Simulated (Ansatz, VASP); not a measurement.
**Two plane-wave programs on Ag**

Contents of INCAR:

```
  ALGO = Normal
  EDIFF = 1E-6
  EDIFFG = -0.01
  ENCUT = 600
  GGA = PE
  IBRION = 2
  ISIF = 3
  ISMEAR = -1
  LASPH = True
  LCHARG = False
  LREAL = False
  LWAVE = False
  NELM = 60
  NSW = 80
  PREC = Accurate
  SIGMA = 0.1
```

File KPOINTS:

```
k-points
0
Gamma
  12 12 12
```

POSCAR

```
Ag
1.0
    2.6410353091      0.0000000000      0.0000000000
    0.0000000000      2.6410353091      0.0000000000
    0.0000000000      0.0000000000      2.6410353091
Ag
1
Direct
    0.0000000000      0.0000000000      0.0000000000
```

Input for Ansatz:

```yaml
crystal:
  lattice:
    - [2.6410353091, 0.0, 0.0]
    - [0.0, 2.6410353091, 0.0]
    - [0.0, 0.0, 2.6410353091]
  atoms:
    - { symbol: Ag, position: [0.0, 0.0, 0.0] }
hamiltonian:
  xc: pbe
  pseudopotentials:
    kind: paw
    azcp:
      Ag: "pseudopotentials/Ag.paw.azcp"
basis:
  ecutwfc: 420
  fft_grid_basis: typed
kpoints:
  mp_grid: { grid: [12, 12, 12], shift: [0, 0, 0] }
magnetization:
  spin_polarized: false
scf:
  occupations: { method: fermi_dirac, width: 0.1 }
relax:
  max_steps: 60
  f_tol: 0.01
  cell: {}
```

The cell was built by a generator and needn't be a form met in nature.

Alike in both runs: task relaxation of cell and atoms; functional PBE; k mesh 12 × 12 × 12; occupations fermi-dirac, width 0.1 eV; no spin polarisation.

|  | VASP | Ansatz |
| --- | --- | --- |
| version | VASP 6.6.1 | Ansatz 0.2.0 |
| potentials or method | VASP PAW PBE potentials, release 64 (Ag) | plane waves (420 eV) with PAW, scalar-relativistic |
| plane-wave cutoff (eV) | 600 | 420 |
| valence electrons in the cell | 11 | 19 |

VASP gave:

| Property | Result |
| --- | --- |
| relaxed volume (Å³/atom) | 20.78 |
| relaxed cell length with the largest relative difference (Å) | 2.749 |
| energy change over the relaxation (meV/atom) | -73 |

**Question.** Which values does Ansatz return?

**Answer.** Relaxed volume (Å³/atom): 20.85; relaxed cell length with the largest relative difference (Å): 2.752; energy change over the relaxation (meV/atom): -76.

The two sets of potentials don't hold the same shells in valence.
